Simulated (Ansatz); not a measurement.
# Relativity in EuS

```xyz
2
Lattice="0.0000 2.9242 2.9242 2.9242 0.0000 2.9242 2.9242 2.9242 0.0000" Properties=species:S:1:pos:R:3 pbc="T T T"
Eu    0.0000    0.0000    0.0000
S     2.9242    2.9242    2.9242
```

Atom numbers follow the list: Eu1, S2.

The conventional cell has a = 5.848 Å, b = 5.848 Å, c = 5.848 Å, α = 90.00°, β = 90.00°, γ = 90.00°. Around Eu (atom 1) lie 6 S at 2.92 Å. S (atom 2) has 6 Eu at 2.92 Å as nearest neighbours.

The structure comes from a relaxation in the same program, started in the rocksalt type, and has space group Fm-3m. Whether it is a known phase or the ground state wasn't checked.

Where the f shell is localised, expect the real compound to differ from this run without U.

The magnetic state is the one reached from the start moments; no search over orders was made, so it needn't be the ground state.

One fixed cell is solved with PBE by LAPW (all electrons) in Ansatz 0.2.0 under different relativistic treatments. Pressure is positive in compression.

Settings: a Γ-centred 10×10×10 k mesh, Fermi–Dirac smearing of 0.08 eV, basis error target 0.25 meV/atom, spin-polarised from start moments Eu1 7 μB.

```csv
setting,P (GPa),gap on the k mesh (eV)
scalar-relativistic,0.11,none
non-relativistic,7.15,0.45
with spin–orbit coupling,-0.22,none
"scalar-relativistic, point nuclei",0.11,none
```
